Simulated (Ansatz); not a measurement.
## KI (rocksalt): gap against strain (xy shear, engineering strain (angle))

KI built on the rocksalt prototype, relaxed with r2SCAN in the plane-wave code Ansatz, then strained (xy shear, engineering strain (angle); angles, axes as in the cell below) with the atoms relaxed again within the symmetry that is left. It is cubic, Fm-3m (No. 225); conventional cell a = 7.089 Å, 44.52 Å³ an atom. K is surrounded by 6 I at 3.54 Å; I is surrounded by 6 K at 3.54 Å. The values are computed, spin-unpolarised, and not measurements.

```
K I
1.0
     0.00000    3.54429    3.54429
     3.54429    0.00000    3.54429
     3.54429    3.54429    0.00000
K I
1 1
Direct
  0.00000 0.00000 0.00000
  0.50000 0.50000 0.50000
```

Gaps are the least over each mesh (PBE 6×6×6, r2SCAN 6×6×6, HSE06 4×4×4 when unstrained) and the special points, which keep their unstrained names; stress is the change from the unstrained cell, compression positive.

```
strain (%)  gap, PBE (eV)  gap, r2SCAN (eV)  gap, HSE06 (eV)  edges, HSE06  xy stress, r2SCAN (GPa)  energy rise, r2SCAN (meV/atom)
     -5.29          3.864             4.503            4.857             Γ                    +0.21                             1.5
     -2.11          3.915             4.556            4.911             Γ                    +0.08                             0.2
      -2.0          3.917             4.558            4.912             Γ                    +0.08                             0.2
       0.0          3.944             4.586            4.941             Γ                     0.00                             0.0
     +5.31          3.864             4.502            4.857             Γ                    -0.21                             1.6
```

**Question.** Estimate the row for a strain of +4.71 %.

**Answer.**
```
strain (%)  gap, PBE (eV)  gap, r2SCAN (eV)  gap, HSE06 (eV)  edges, HSE06  xy stress, r2SCAN (GPa)  energy rise, r2SCAN (meV/atom)
     +4.71          3.874             4.513            4.868             Γ                    -0.19                             1.2
```

No spin-orbit coupling is included; it can move band edges with weight on the heavy atoms by tenths of an eV.

The meshes of the hybrids are coarse, so their gaps aren't converged to the digits shown.
